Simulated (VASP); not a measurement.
# ZrH (I-4m2) in VASP: single point with r2SCAN

Aim: the single point of ZrH with r2SCAN.

Program: VASP 6.6.1. These are calculated values, not measurements. Logs are shortened: lines on timing, memory, paths and dates and some standing lists are left out, and cuts for length are marked.

### 1 The structure

The structure is tetragonal, space group I-4m2 (No. 119). Conventional cell: a = 3.288 Å, b = 3.288 Å, c = 5.009 Å, α = 90.00°, β = 90.00°, γ = 90.00°. Zr (site symmetry -4m2) is surrounded by 4 H at 2.07 Å. Around H (site symmetry -4m2) lie 4 Zr at 2.07 Å.

The cell comes from a database or a generator and needn't be the stable form of this composition.

### 2 Single point, r2SCAN

The input, POSCAR:

```
ZrH
1.0
   -1.6439080000      1.6439080000      2.5043990000
    1.6439080000     -1.6439080000      2.5043990000
    1.6439080000      1.6439080000     -2.5043990000
Zr H
1 1
Direct
    0.0000000000      0.0000000000      0.0000000000
    0.7500000000      0.2500000000      0.5000000000
```

The input, INCAR.step1:

```
SYSTEM = ZrH
PREC = Accurate
ENCUT = 520
ISMEAR = 0
SIGMA = 0.1
LREAL = .FALSE.
LASPH = .TRUE.
NELM = 80
NBANDS = 14
GGA = PE
ALGO = Normal
EDIFF = 1E-4
LWAVE = .TRUE.
LCHARG = .FALSE.
```

The input, INCAR.step2:

```
SYSTEM = ZrH
PREC = Accurate
ENCUT = 520
EDIFF = 1E-7
ISMEAR = 0
SIGMA = 0.1
LREAL = .FALSE.
LASPH = .TRUE.
NELM = 80
ALGO = Normal
ISIF = 2
LWAVE = .FALSE.
LCHARG = .TRUE.
METAGGA = R2SCAN
LMIXTAU = .TRUE.
LELF = .TRUE.
LVHAR = .TRUE.
NBANDS = 14
ISTART = 1
```

The input, KPOINTS:

```
regular mesh
0
G
  8 8 8
  0 0 0
```

Potentials or basis: VASP PAW PBE potentials, release 64 (Zr_sv, H).

The run is started by

```console
> cat potpaw_PBE.64/Zr_sv/POTCAR potpaw_PBE.64/H/POTCAR > POTCAR
> cp INCAR.step1 INCAR
> mpirun -np 1 vasp_std > vasp.out
> cp INCAR.step2 INCAR
> mpirun -np 1 vasp_std > vasp.out
```

OUTCAR:

```text
SYSTEM = ZrH
   PREC = Accurate
   ENCUT = 520
   EDIFF = 1E-7
   ISMEAR = 0
   LREAL = .FALSE.
   LASPH = .TRUE.
   NELM = 80
   ISIF = 2
   METAGGA = R2SCAN
   ISTART = 1

 ion  position               nearest neighbor table
   1  0.000  0.000  0.000-   2 2.07   2 2.07   2 2.07   2 2.07
   2  0.750  0.250  0.500-   1 2.07   1 2.07   1 2.07   1 2.07

  LATTYP: Found a body centered tetragonal cell.
 ALAT       =     3.2878160000
 C/A-ratio  =     1.5234423094

  Lattice vectors:

 A1 = (  -1.6439080000,   1.6439080000,   2.5043990000)
 A2 = (   1.6439080000,  -1.6439080000,   2.5043990000)
 A3 = (   1.6439080000,   1.6439080000,  -2.5043990000)

Analysis of symmetry for initial positions (statically):
=====================================================================
 Subroutine PRICEL returns:
 Original cell was already a primitive cell.

 Routine SETGRP: Setting up the symmetry group for a
 body centered tetragonal supercell.

 Subroutine GETGRP returns: Found  8 space group operations
 (whereof  8 operations were pure point group operations)
 out of a pool of 16 trial point group operations.

The static configuration has the point symmetry D_2d.

Analysis of symmetry for dynamics (positions and initial velocities):
=====================================================================
 Subroutine PRICEL returns:
 Original cell was already a primitive cell.

 Routine SETGRP: Setting up the symmetry group for a
 body centered tetragonal supercell.

 Subroutine GETGRP returns: Found  8 space group operations
 (whereof  8 operations were pure point group operations)
 out of a pool of 16 trial point group operations.

The dynamic configuration has the point symmetry D_2d.

 Subroutine INISYM returns: Found  8 space group operations
 (whereof  8 operations are pure point group operations),
 and found     1 'primitive' translations

----------------------------------------------------------------------------------------

                                     Primitive cell

  volume of cell :      27.0719

  direct lattice vectors                    reciprocal lattice vectors
    -1.643908000  1.643908000  2.504399000     0.000000000  0.304153274  0.199648698
     1.643908000 -1.643908000  2.504399000     0.304153274  0.000000000  0.199648698
     1.643908000  1.643908000 -2.504399000     0.304153274  0.304153274  0.000000000

  length of vectors
     3.417145209  3.417145209  3.417145209     0.363825256  0.363825256  0.430137685

  position of ions in fractional coordinates (direct lattice)
     0.000000000  0.000000000  0.000000000
     0.750000000  0.250000000  0.500000000

  ion indices of the primitive-cell ions
   primitive index   ion index
                 1           1
                 2           2

----------------------------------------------------------------------------------------

 KPOINTS: regular mesh

Automatic generation of k-mesh.
 Grid dimensions read from file:
 generate k-points for:    8    8    8

 Generating k-lattice:

  Cartesian coordinates                     Fractional coordinates (reciprocal lattice)
     0.000000000  0.038019159  0.024956087     0.125000000  0.000000000  0.000000000
     0.038019159  0.000000000  0.024956087     0.000000000  0.125000000  0.000000000
     0.038019159  0.038019159  0.000000000     0.000000000  0.000000000  0.125000000

  Length of vectors
     0.045478157  0.045478157  0.053767211

  Shift w.r.t. Gamma in fractional coordinates (k-lattice)
     0.000000000  0.000000000  0.000000000

 Subroutine IBZKPT returns following result:
 ===========================================

 Found     59 irreducible k-points:

 Following reciprocal coordinates:
            Coordinates               Weight
  0.000000  0.000000  0.000000      1.000000
  0.125000  0.000000  0.000000      8.000000
  0.250000  0.000000  0.000000      8.000000
  0.375000  0.000000  0.000000      8.000000
  0.500000  0.000000  0.000000      4.000000
  0.125000  0.125000  0.000000      8.000000
[... 16 lines left out ...]
  0.250000  0.125000  0.125000     16.000000
  0.375000  0.125000  0.125000      8.000000
 [... further k-points ...]
   k-points           NKPTS =     59   k-points in BZ     NKDIM =     59   number of bands    NBANDS=     14
   number of dos      NEDOS =    301   number of ions     NIONS =      2
   total plane-waves  NPLWV =  21952
   dimension x,y,z NGX =    28 NGY =   28 NGZ =   28
   dimension x,y,z NGXF=    56 NGYF=   56 NGZF=   56
   ions per type =               1   1
   NGX,Y,Z   is equivalent  to a cutoff of  13.62, 13.62, 13.62 a.u.
   NGXF,Y,Z  is equivalent  to a cutoff of  27.24, 27.24, 27.24 a.u.
 SYSTEM =  ZrH
   PREC   = accura    normal or accurate (medium, high low for compatibility)
   ISTART =      1    job   : 0-new  1-cont  2-samecut
   ICHARG =      0    charge: 1-file 2-atom 10-const
   ISPIN  =      1    spin polarized calculation?
   LNONCOLLINEAR =      F non collinear calculations
   LSORBIT =      F    spin-orbit coupling
   LASPH  =      T    aspherical Exc in radial PAW
   ENCUT  =  520.0 eV  38.22 Ry    6.18 a.u.   6.35  6.35  6.35*2*pi/ulx,y,z
   NELM   =     80;   NELMIN=  2; NELMDL=  0     # of ELM steps
   EDIFF  = 0.1E-06   stopping-criterion for ELM
   LREAL  =      F    real-space projection
   EDIFFG = 0.1E-05   stopping-criterion for IOM
   NSW    =      0    number of steps for IOM
   IBRION =     -1    ionic relax: 0-MD 1-quasi-New 2-CG
   NFREE  =      0    steps in history (QN), initial steepest desc. (CG)
   ISIF   =      2    stress and relaxation
   ISYM   =      2    0-nonsym 1-usesym 2-fastsym
   POTIM  = 0.5000    time-step for ionic-motion
   TEBEG  =    0.0;   TEEND  =   0.0 temperature during run
   PSTRESS=    0.0 pullay stress
   NELECT =      13.0000    total number of electrons
   NUPDOWN=      -1.0000    fix difference up-down
   EMIN   =  10.00;   EMAX   =-10.00  energy-range for DOS
   EFERMI =   0.00;   METHOD = LEGACY
   ISMEAR =     0;   SIGMA  =   0.10  broadening in eV -4-tet -1-fermi 0-gaus
   EFERMI_NEDOS =   21; number of points for ismear=-14 and -15
   IALGO  =     38    algorithm
   IMIX   =      4    mixing-type and parameters
     AMIX     =   0.40;   BMIX     =  1.00
     AMIX_MAG =   1.60;   BMIX_MAG =  1.00
  volume/ion in A,a.u.               =      13.54        91.35
  Fermi-wavevector in a.u.,A,eV,Ry     =   1.281985  2.422601 22.360995  1.643487
  Thomas-Fermi vector in A             =   2.414323
   LORBIT       =      0    0 simple, 1 ext, 2 COOP (PROOUT), +10 PAW based schemes
   METAGGA = R2SCAN    functional components
   LHFCALC =     F    Hartree Fock is set to
   AEXX    =    0.0000 exact exchange contribution
   IVDW    =     0    specifies the selected vdW correction
   LEPSILON=     F    determine dielectric tensor
   LRPA    =     F    only Hartree local field effects (RPA)
 non-spin polarized calculation
 Gauss-broadening in eV      SIGMA  =   0.10
  energy-cutoff  :      520.00
  volume of cell :       27.07
 maximum number of plane-waves:       741
 NGX is ok and might be reduce to    28
   NGX = 13   NGY = 13   NGZ = 13

 number of electron      12.9999999 magnetization

 Free energy of the ion-electron system (eV)
  ---------------------------------------------------
  ext. energy  EPLUGINS =         0.00000000
  ---------------------------------------------------
  free energy    TOTEN  =       -26.99312685 eV

  energy without entropy =      -26.98591827  energy(sigma->0) =      -26.98952256

 E-fermi :   7.6866     XC(G=0): -11.6601

 val. band max:        7.6811519682   @ k =  -0.3750   0.3750   0.1250
 cond. band min:       7.7694487560   @ k =  -0.1250   0.3750   0.1250
 fundamental gap:      0.0882967878
 Fermi energy:         7.6865667215

 k-point     1 :       0.0000    0.0000    0.0000
  band No.  band energies     occupation
      1     -42.9105      2.00000
      2     -19.9096      2.00000
      3     -19.8809      2.00000
      4     -19.8809      2.00000
      5      -0.6081      2.00000
      6       7.9893      0.00002
      7       8.6815      0.00000
      8       8.6815      0.00000
      9      10.2712      0.00000
     10      11.3710      0.00000
     11      11.7200      0.00000
     12      20.7358      0.00000
     13      22.4690      0.00000
     14      22.4690      0.00000

 k-point     2 :       0.1250    0.0000    0.0000
  band No.  band energies     occupation
      1     -42.8979      2.00000
      2     -19.9954      2.00000
      3     -19.9173      2.00000
      4     -19.8888      2.00000
      5      -0.2638      2.00000
      6       7.4937      1.99362
      7       8.4190      0.00000
      8       8.8808      0.00000
      9      10.2524      0.00000
     10      11.1422      0.00000
     11      12.9945      0.00000
     12      20.2328      0.00000
     13      22.0913      0.00000
     14      23.3046      0.00000

 k-point     3 :       0.2500    0.0000    0.0000
  band No.  band energies     occupation
      1     -42.8675      2.00000
      2     -20.2406      2.00000
      3     -19.9595      2.00000
      4     -19.9077      2.00000
      5       0.5268      2.00000
      6       6.6321      2.00000
      7       8.4570      0.00000
      8       9.1525      0.00000
      9      10.6336      0.00000
     10      11.0153      0.00000
     11      14.5709      0.00000
     12      18.9335      0.00000
     13      23.3686      0.00000
     14      23.9797      0.00000
[... 324 lines left out ...]
 k-point    23 :       0.2500    0.1250    0.1250
  band No.  band energies     occupation
      1     -42.8160      2.00000
      2     -20.4248      2.00000
      3     -20.1435      2.00000
      4     -20.0262      2.00000
      5       1.6352      2.00000
      6       6.3600      2.00000
      7       7.6405      1.48557
      8       9.3999      0.00000
      9      11.1088      0.00000
     10      12.7827      0.00000
     11      16.3671      0.00000
     12      17.5122      0.00000
     13      19.8988      0.00000
     14      22.1758      0.00000

 k-point    24 :       0.3750    0.1250    0.1250
  band No.  band energies     occupation
      1     -42.8054      2.00000
      2     -20.4882      2.00000
      3     -20.1552      2.00000
      4     -20.0499      2.00000
      5       1.7814      2.00000
      6       6.6739      2.00000
      7       7.4147      1.99988
      8       9.2539      0.00000
      9      11.8704      0.00000
     10      13.2728      0.00000
     11      15.1694      0.00000
     12      17.4352      0.00000
     13      19.9819      0.00000
     14      20.8152      0.00000

 [... further k-points ...]
[... 5 lines left out ...]
  --------------------------------------------------------------------------------------
  -------------------------------------------------------------------------------------
  Total       -0.1319191     -0.1319191     -0.4278322      0.0000000     -0.0000000      0.0000000
  in kB       -7.8072816     -7.8072816    -25.3201061      0.0000000     -0.0000000      0.0000000
  external PRESSURE =     -13.6448898 kB  Pullay stress =       0.0000000 kB

 VOLUME and BASIS-vectors are now :
 -----------------------------------------------------------------------------
  energy-cutoff  :      520.00
  volume of cell :       27.07
      direct lattice vectors                 reciprocal lattice vectors
    -1.643908000  1.643908000  2.504399000     0.000000000  0.304153274  0.199648698
     1.643908000 -1.643908000  2.504399000     0.304153274  0.000000000  0.199648698
     1.643908000  1.643908000 -2.504399000     0.304153274  0.304153274  0.000000000

 POSITION                                       TOTAL-FORCE (eV/Angst)
 -----------------------------------------------------------------------------------
      0.00000      0.00000      0.00000        -0.000000     -0.000000      0.000000
     -0.00000      1.64391      1.25220         0.000000      0.000000     -0.000000
 -----------------------------------------------------------------------------------
    total drift:                               -0.000000      0.000000      0.000000

  FREE ENERGIE OF THE ION-ELECTRON SYSTEM (eV)
  ---------------------------------------------------
  free  energy   TOTEN  =       -26.9931268517 eV

  energy  without entropy=      -26.9859182716  energy(sigma->0) =      -26.98952256
```

It took 86 s on 1 thread of AMD EPYC 9R45 (Zen 5), shared host; peak memory 0.15 GiB.

What came out:

```yaml
Free_energy: -26.9931 eV
Pressure: -1.4 GPa
Band_gap_on_the_k_mesh: none (metal or under the smearing width)
```

Levels at points of the mesh, in eV from the Fermi level:
```tsv
k point	band 3	band 4	band 5	band 6	band 7	band 8	band 9	band 10	band 11	band 12
(0.00, 0.00, 0.00)	-27.57	-27.57	-8.29	0.30	0.99	0.99	2.58	3.68	4.03	13.05
(0.50, 0.00, 0.00)	-27.70	-27.62	-6.36	-0.58	0.39	1.17	4.44	4.75	6.85	8.29
(0.50, 0.50, 0.00)	-27.88	-27.79	-5.80	-2.68	0.67	4.50	4.62	5.24	7.95	8.64
(0.50, 0.50, 0.50)	-27.75	-27.75	-5.68	-2.76	-0.09	4.82	4.89	4.89	9.13	9.13
```

Caveat: the PAW data sets were made with another functional, which shifts forces and pressure a little.
